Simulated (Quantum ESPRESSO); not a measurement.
# InSe (Pm-3m) in Quantum ESPRESSO: single point with PBE

Aim: the single point of InSe with PBE.

Program: Quantum ESPRESSO 7.5. These are calculated values, not measurements. Logs are shortened: lines on timing, memory, paths and dates and some standing lists are left out, and cuts for length are marked.

## 1. The undisturbed crystal

The structure is cubic, space group Pm-3m (No. 221). The conventional cell has a = 3.632 Å, b = 3.632 Å, c = 3.632 Å, α = 90.00°, β = 90.00°, γ = 90.00°. In (site symmetry m-3m) is surrounded by 8 Se at 3.15 Å. Se (site symmetry m-3m) has 8 In at 3.15 Å as nearest neighbours.

The cell was built by a generator and needn't be a form met in nature.

## 2. Single point, PBE (atoms moved at random, drawn with an rms of 0.02 Å)

The input, pw.in:

```
&CONTROL
  calculation = 'scf'
  prefix = 'pwscf'
  outdir = './tmp'
  pseudo_dir = './pseudo'
  tprnfor = .true.
  tstress = .true.
  disk_io = 'low'
/
&SYSTEM
  ibrav = 0
  nat = 2
  ntyp = 2
  ecutwfc = 38
  ecutrho = 308
  nbnd = 16
  occupations = 'smearing'
  smearing = 'fd'
  degauss = 0.00367493
/
&ELECTRONS
  conv_thr = 4d-10
  electron_maxstep = 120
  mixing_beta = 0.9
/
ATOMIC_SPECIES
In   114.8180 In.pbe-dn-rrkjus_psl.0.2.2.UPF
Se    78.9710 Se_pbe_v1.uspp.F.UPF
CELL_PARAMETERS angstrom
   3.6320400000    0.0000000000    0.0000000000
   0.0000000000    3.6320400000    0.0000000000
   0.0000000000    0.0000000000    3.6320400000
ATOMIC_POSITIONS crystal
In     0.5020820000    0.5018480000    0.4953340000
Se    -0.0011540000   -0.0017120000   -0.0002130000
K_POINTS automatic
6 6 6 0 0 0
```

The input, scf2.in:

```
&CONTROL
  calculation = 'scf'
  prefix = 'pwscf'
  outdir = './tmp'
  pseudo_dir = './pseudo'
  tprnfor = .true.
  tstress = .true.
  disk_io = 'low'
/
&SYSTEM
  ibrav = 0
  nat = 2
  ntyp = 2
  ecutwfc = 38
  ecutrho = 308
  nbnd = 16
  occupations = 'smearing'
  smearing = 'fd'
  degauss = 0.00367493
/
&ELECTRONS
  conv_thr = 1d-11
  electron_maxstep = 120
  mixing_beta = 0.9
  startingpot = 'file'
  startingwfc = 'file'
/
ATOMIC_SPECIES
In   114.8180 In.pbe-dn-rrkjus_psl.0.2.2.UPF
Se    78.9710 Se_pbe_v1.uspp.F.UPF
CELL_PARAMETERS angstrom
   3.6320400000    0.0000000000    0.0000000000
   0.0000000000    3.6320400000    0.0000000000
   0.0000000000    0.0000000000    3.6320400000
ATOMIC_POSITIONS crystal
In     0.5020820000    0.5018480000    0.4953340000
Se    -0.0011540000   -0.0017120000   -0.0002130000
K_POINTS automatic
6 6 6 0 0 0
```

Potentials or basis: SSSP 1.3 efficiency PBE.

Started as:

```bash
OMP_NUM_THREADS=1 pw.x -in pw.in > pw.out
OMP_NUM_THREADS=1 pw.x -in scf2.in > scf2.out
```

pw.out:

```text
This program is part of the open-source Quantum ESPRESSO suite
     for quantum simulation of materials; please cite
         "P. Giannozzi et al., J. Phys.:Condens. Matter 21 395502 (2009);
         "P. Giannozzi et al., J. Phys.:Condens. Matter 29 465901 (2017);
         "P. Giannozzi et al., J. Chem. Phys. 152 154105 (2020);
     in publications or presentations arising from this work. More details at

     file In.pbe-dn-rrkjus_psl.0.2.2.UPF: wavefunction(s)  5S renormalized

     G-vector sticks info
     --------------------
     sticks:   dense  smooth     PW     G-vecs:    dense   smooth      PW
     Sum        1153     577    177                29423    10251    1839

     Using Slab Decomposition

     bravais-lattice index     =            0
     lattice parameter (alat)  =       6.8636  a.u.
     unit-cell volume          =     323.3318 (a.u.)^3
     number of atoms/cell      =            2
     number of atomic types    =            2
     number of electrons       =        19.00
     number of Kohn-Sham states=           16
     kinetic-energy cutoff     =      38.0000  Ry
     charge density cutoff     =     308.0000  Ry
     scf convergence threshold =      4.0E-10
     mixing beta               =       0.9000
     number of iterations used =            8  plain     mixing
     Exchange-correlation= SLA  PW   PBE  PBE
                           (   1   4   3   4   0   0   0)

     celldm(1)=   6.863561  celldm(2)=   0.000000  celldm(3)=   0.000000
     celldm(4)=   0.000000  celldm(5)=   0.000000  celldm(6)=   0.000000

     crystal axes: (cart. coord. in units of alat)
               a(1) = (   1.000000   0.000000   0.000000 )
               a(2) = (   0.000000   1.000000   0.000000 )
               a(3) = (   0.000000   0.000000   1.000000 )

     reciprocal axes: (cart. coord. in units 2 pi/alat)
               b(1) = (  1.000000  0.000000  0.000000 )
               b(2) = (  0.000000  1.000000  0.000000 )
               b(3) = (  0.000000  0.000000  1.000000 )

     PseudoPot. # 1 for In read from file:
     In.pbe-dn-rrkjus_psl.0.2.2.UPF
     Pseudo is Ultrasoft + core correction, Zval = 13.0
     Generated using "atomic" code by A. Dal Corso  v.5.0.99 svn rev. 10869
     Using radial grid of 1241 points,  6 beta functions with:
                l(1) =   0
                l(2) =   0
                l(3) =   1
                l(4) =   1
                l(5) =   2
                l(6) =   2
     Q(r) pseudized with 0 coefficients

     PseudoPot. # 2 for Se read from file:
     Se_pbe_v1.uspp.F.UPF
     Pseudo is Ultrasoft + core correction, Zval =  6.0
     Generated by new atomic code, or converted to UPF format
     Using radial grid of  877 points,  6 beta functions with:
                l(1) =   0
                l(2) =   0
                l(3) =   1
                l(4) =   1
                l(5) =   2
                l(6) =   2
     Q(r) pseudized with  8 coefficients,  rinner =    1.300   1.300   1.300
                                                       1.300   1.300

     atomic species   valence    mass     pseudopotential
     In               13.00   114.81800     In( 1.00)
     Se                6.00    78.97100     Se( 1.00)

     No symmetry found

   Cartesian axes

     site n.     atom                  positions (alat units)
         1        In     tau(   1) = (   0.5020820   0.5018480   0.4953340  )
         2        Se     tau(   2) = (  -0.0011540  -0.0017120  -0.0002130  )

     number of k points=   112  Fermi-Dirac smearing, width (Ry)=  0.0037

     Number of k-points >= 100: set verbosity='high' to print them.

     Dense  grid:    29423 G-vectors     FFT dimensions: (  40,  40,  40)

     Smooth grid:    10251 G-vectors     FFT dimensions: (  27,  27,  27)

     Initial potential from superposition of free atoms

     starting charge      18.9962, renormalised to      19.0000
     Starting wfcs are   13 randomized atomic wfcs +    3 random wfcs

     Self-consistent Calculation

     iteration #  1     ecut=    38.00 Ry     beta= 0.90
     Davidson diagonalization with overlap
     ethr =  1.00E-02,  avg # of iterations =  5.0

     Threshold (ethr) on eigenvalues was too large:
     Diagonalizing with lowered threshold

     Davidson diagonalization with overlap
     ethr =  3.19E-04,  avg # of iterations =  2.6

     total energy              =    -188.43871867 Ry
     estimated scf accuracy    <       0.05923139 Ry

     iteration #  2     ecut=    38.00 Ry     beta= 0.90
     Davidson diagonalization with overlap
     ethr =  3.12E-04,  avg # of iterations =  2.2

     total energy              =    -188.44140240 Ry
     estimated scf accuracy    <       0.12735547 Ry

     iteration #  3     ecut=    38.00 Ry     beta= 0.90
     Davidson diagonalization with overlap
     ethr =  3.12E-04,  avg # of iterations =  2.0

     total energy              =    -188.46895786 Ry
     estimated scf accuracy    <       0.00041446 Ry

     iteration #  4     ecut=    38.00 Ry     beta= 0.90
     Davidson diagonalization with overlap
     ethr =  2.18E-06,  avg # of iterations =  7.4

     total energy              =    -188.46919417 Ry
     estimated scf accuracy    <       0.00013801 Ry

     iteration #  5     ecut=    38.00 Ry     beta= 0.90
     Davidson diagonalization with overlap
     ethr =  7.26E-07,  avg # of iterations =  2.7

     total energy              =    -188.46920858 Ry
     estimated scf accuracy    <       0.00001252 Ry

     iteration #  6     ecut=    38.00 Ry     beta= 0.90
     Davidson diagonalization with overlap
     ethr =  6.59E-08,  avg # of iterations =  4.1

     total energy              =    -188.46921663 Ry
     estimated scf accuracy    <       0.00000133 Ry

     iteration #  7     ecut=    38.00 Ry     beta= 0.90
     Davidson diagonalization with overlap
     ethr =  7.00E-09,  avg # of iterations =  3.3

     total energy              =    -188.46921696 Ry
     estimated scf accuracy    <       0.00000005 Ry

     iteration #  8     ecut=    38.00 Ry     beta= 0.90
     Davidson diagonalization with overlap
     ethr =  2.77E-10,  avg # of iterations =  4.9

     total energy              =    -188.46921701 Ry
     estimated scf accuracy    <          1.5E-09 Ry

     iteration #  9     ecut=    38.00 Ry     beta= 0.90
     Davidson diagonalization with overlap
     ethr =  7.67E-12,  avg # of iterations =  5.3

     End of self-consistent calculation

     Number of k-points >= 100: set verbosity='high' to print the bands.

     the Fermi energy is     8.4162 ev

!    total energy              =    -188.46921701 Ry
     estimated scf accuracy    <          2.4E-10 Ry
     smearing contrib. (-TS)   =      -0.00043954 Ry
     internal energy E=F+TS    =    -188.46877747 Ry

     The total energy is F=E-TS. E is the sum of the following terms:
     one-electron contribution =     -46.13820312 Ry
     hartree contribution      =      37.95211353 Ry
     xc contribution           =     -77.31369472 Ry
     ewald contribution        =    -102.96899316 Ry

     convergence has been achieved in   9 iterations

     Forces acting on atoms (cartesian axes, Ry/au):

     atom    1 type  1   force =     0.00013224    0.00014541   -0.00018373
     atom    2 type  2   force =    -0.00013224   -0.00014541    0.00018373

     Total force =     0.000381     Total SCF correction =     0.000007

     Computing stress (Cartesian axis) and pressure

          total   stress  (Ry/bohr**3)                   (kbar)     P=       -6.49
  -0.00004414   0.00000021  -0.00000026           -6.49        0.03       -0.04
   0.00000021  -0.00004414  -0.00000029            0.03       -6.49       -0.04
  -0.00000026  -0.00000029  -0.00004415           -0.04       -0.04       -6.49

=------------------------------------------------------------------------------=
   JOB DONE.
=------------------------------------------------------------------------------=
```

Wall time 62 s (1 thread of Arm Neoverse V1, shared host); peak memory 0.16 GiB.

The run converged, but some of its settings lie outside the range that counts as converged (typed here: mixing_beta = 0.9; ecut_scale = 0.7), so its numbers aren't taken as properties of the crystal.

What came out:

```
Free energy            : -2564.2543 eV
Pressure               : -0.6 GPa
Largest force          : 0.007 eV/Å
Band gap on the k mesh : none (metal or under the smearing width)
```

Caveat: the cutoff lies well under what these potentials need, so the values aren't converged.
